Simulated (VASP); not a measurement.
# CoO in VASP: notebook, part 2 of 2

VASP 6.6.1. Earlier steps stand in the parts before.

## Step 3: Single point, PBEsol, collinear spin, ferromagnetic start

This run uses another cell than the first one, of 21.63 Å³/atom, 1.390 times its volume.

The input, INCAR:

```
SYSTEM = CoO
  PREC = Accurate
  ENCUT = 460
  EDIFF = 1E-7
  ISMEAR = 1
  SIGMA = 0.1
  LREAL = .False.
  LASPH = .True.
  NELM = 120
  ALGO = Normal
  ISIF = 2
  LWAVE = .False.
  LCHARG = .False.
  ISPIN = 2
  MAGMOM = 2 2 2 2 2 2 0 0 0 0 0 0
  LORBIT = 11
  LMAXMIX = 4
  LDIPOL = .True.
  IDIPOL = 3
  DIPOL = 0.5 0.5 0.500
  GGA = PS
  NBANDS = 65
  LVHAR = .True.
  LVACPOTAV = .True.
```

The input, KPOINTS:

```
Automatic mesh
0
Gamma
  9 9 1
  0 0 0
```

The input, POSCAR:

```
CoO
1.0
    3.0160003058      0.0000000000      0.0000000000
    0.0000000000      3.0160003058      0.0000000000
    0.0000000000      0.0000000000     28.5362497745
Co O
6 6
Direct
    0.5000000000      0.5000000000      0.3153883244
    0.0000000000      0.0000000000      0.3892329946
    0.5000000000      0.5000000000      0.4630776649
    0.0000000000      0.0000000000      0.5369223351
    0.5000000000      0.5000000000      0.6107670054
    0.0000000000      0.0000000000      0.6846116756
    0.0000000000      0.0000000000      0.3153883244
    0.5000000000      0.5000000000      0.3892329946
    0.0000000000      0.0000000000      0.4630776649
    0.5000000000      0.5000000000      0.5369223351
    0.0000000000      0.0000000000      0.6107670054
    0.5000000000      0.5000000000      0.6846116756
```

Potentials or basis: VASP PAW PBE potentials, release 64 (Co, O).

The run is started by

```
$ cat potpaw_PBE.64/Co/POTCAR potpaw_PBE.64/O/POTCAR > POTCAR
$ mpirun -np 1 vasp_std > vasp.out
```

OUTCAR:

```text
SYSTEM = CoO
   PREC = Accurate
   ENCUT = 460
   EDIFF = 1E-7
   ISMEAR = 1
   LREAL = .False.
   LASPH = .True.
   NELM = 120
   ISIF = 2
   ISPIN = 2
   LORBIT = 11
   GGA = PS

 Found     15 irreducible k-points:

 Following reciprocal coordinates:
            Coordinates               Weight
  0.000000  0.000000  0.000000      1.000000
  0.111111  0.000000  0.000000      4.000000
  0.222222  0.000000  0.000000      4.000000
  0.333333  0.000000  0.000000      4.000000
  0.444444  0.000000  0.000000      4.000000
  0.111111  0.111111  0.000000      4.000000
   k-points           NKPTS =     15   k-points in BZ     NKDIM =     15   number of bands    NBANDS=     65
   number of dos      NEDOS =    301   number of ions     NIONS =     12
   total plane-waves  NPLWV = 115200
   dimension x,y,z NGX =    24 NGY =   24 NGZ =  200
   dimension x,y,z NGXF=    48 NGYF=   48 NGZF=  400
   ions per type =               6   6
[... 837 lines left out ...]
    total drift:                                0.000000     -0.000000      0.000000

  FREE ENERGIE OF THE ION-ELECTRON SYSTEM (eV)
  ---------------------------------------------------
  free  energy   TOTEN  =       -82.6605625754 eV

  energy  without entropy=      -82.6710666159  energy(sigma->0) =      -82.66406392

 vacuum level on the upper side and lower side of the slab         5.262         5.262

 total charge

# of ion       s       p       d       tot
------------------------------------------
    1        0.284   0.313   7.132   7.729
    2        0.304   0.372   7.133   7.809
    3        0.300   0.367   7.145   7.812
    4        0.300   0.367   7.145   7.812
    5        0.304   0.372   7.133   7.809
    6        0.284   0.313   7.132   7.729
    7        1.559   3.360   0.000   4.919
    8        1.558   3.406   0.000   4.964
    9        1.558   3.407   0.000   4.966
   10        1.558   3.407   0.000   4.966
   11        1.558   3.406   0.000   4.964
   12        1.559   3.360   0.000   4.919
--------------------------------------------------
tot         11.126  22.451  42.820  76.396

 magnetization (x)

# of ion       s       p       d       tot
------------------------------------------
    1        0.026   0.023   2.447   2.496
    2        0.019   0.015   2.581   2.615
    3        0.021   0.018   2.567   2.606
    4        0.021   0.018   2.567   2.606
    5        0.019   0.015   2.581   2.615
    6        0.026   0.023   2.447   2.496
    7        0.022   0.259   0.000   0.282
    8        0.031   0.325   0.000   0.356
    9        0.030   0.313   0.000   0.343
   10        0.030   0.313   0.000   0.343
   11        0.031   0.325   0.000   0.356
   12        0.022   0.259   0.000   0.282
--------------------------------------------------
tot          0.298   1.906  15.191  17.395
```

OSZICAR:

```text
N       E                     dE             d eps       ncg     rms          rms(c)
DAV:   1     0.924959555243E+03    0.92496E+03   -0.36760E+04  3900   0.129E+03
DAV:   2     0.885803453741E+02   -0.83638E+03   -0.75805E+03  4188   0.346E+02
[... 13 lines left out ...]
DAV:  56    -0.826605612691E+02   -0.82400E-06   -0.34907E-08  2783   0.164E-03    0.731E-04
DAV:  57    -0.826605617808E+02   -0.51166E-06   -0.16645E-08  2871   0.918E-04    0.654E-04
DAV:  58    -0.826605621898E+02   -0.40903E-06   -0.74184E-09  2685   0.340E-04    0.564E-04
DAV:  59    -0.826605624813E+02   -0.29146E-06   -0.64825E-09  2723   0.415E-04    0.244E-04
DAV:  60    -0.826605626115E+02   -0.13022E-06   -0.30212E-09  2650   0.263E-04    0.214E-04
DAV:  61    -0.826605625754E+02    0.36118E-07   -0.86070E-10  2603   0.182E-04
   1 F= -.82660563E+02 E0= -.82664064E+02  d E =0.105040E-01  mag=    17.8064
```

Run time: 15 min. Hardware: 1 thread of Intel Xeon 6975P-C (Granite Rapids), shared host; peak memory 0.56 GiB.

The run converged, but some of its settings lie outside the range that counts as converged, so its numbers aren't taken as properties of the slab.

Results:

```
Free energy                                           : -82.6606 eV
Largest force                                         : 0.760 eV/Å
Band gap on the k mesh                                : none (metal or under the smearing width)
Net moment                                            : 17.81 μB per cell
Site moments                                          : Co +2.50, +2.62, +2.61; O +0.28, +0.36, +0.34 μB
Valence electrons inside the program's atomic spheres : Co 7.73, 7.81; O 4.92, 4.96, 4.97
Work function of the upper face                       : 4.00 eV
Work function of the lower face                       : 4.00 eV
```

Caveat: the cutoff is under 1.25 times the usual one of these potentials, so pressure, stress and relaxed cells hold a basis-set (Pulay) error; the PAW data sets were made with another functional, which shifts forces and pressure a little; semilocal functionals often make such compounds metallic where correlation or magnetic order opens a gap, which also shifts bond lengths.
